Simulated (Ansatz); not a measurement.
Crystal: CdO (Monteponite).

```
Cd O
1.0
     0.00000    2.34950    2.34950
     2.34950    0.00000    2.34950
     2.34950    2.34950    0.00000
Cd O
1 1
Direct
  0.00000 0.00000 0.00000
  0.50000 0.50000 0.50000
```

| Item | Value |
| --- | --- |
| Program | Ansatz 0.2.0 |
| Task | relaxation of cell and atoms |
| Functional | HSEsol |
| Potentials or basis | Ansatz PAW |
| Cutoff | 420 eV (not typed: the program's choice for these potentials) |
| k mesh | 5 × 5 × 5 |
| Occupations | fermi-dirac, width 0.05 eV |
| Spin | no spin polarisation |

At the start: volume 12.97 Å³/atom.

Task: Where does the relaxation end?

Result: It ends after 7 steps and the volume is 12.61 Å³/atom (-2.8 %); space group Fm-3m (No. 225, to 0.05 Å).

Step by step:
| step | energy change (eV) | largest force (eV/Å) | volume (Å³) |
| --- | --- | --- | --- |
| 1 | 0.0000 | 0.0000 | 25.94 |
| 2 | -0.0120 | 0.0000 | 25.03 |
| 3 | -0.0120 | 0.0000 | 25.24 |
| 4 | -0.0121 | 0.0000 | 25.23 |
| 5 | -0.0100 | 0.0000 | 25.23 |
| 6 | -0.0100 | 0.0000 | 25.21 |
| 7 | -0.0100 | 0.0000 | 25.21 |

Final structure:
```
Cd O
1.0
     0.00000    2.32740    2.32740
     2.32740    0.00000    2.32740
     2.32740    2.32740    0.00000
Cd O
1 1
Direct
  0.00000 0.00000 0.00000
  0.50000 0.50000 0.50000
```

Caveat: the k mesh is coarse (spacing up to 0.46 Å⁻¹), so the values aren't converged, least of all with exact exchange; the plane-wave basis is chosen anew once the cell has moved, so the energies of steps on either side of that aren't comparable; the pressure holds a Pulay correction of +0.5 GPa for the finite cutoff; the PAW data sets come from PBE, with cores solved anew for the run's functional, which leaves a small shift of forces and pressure.
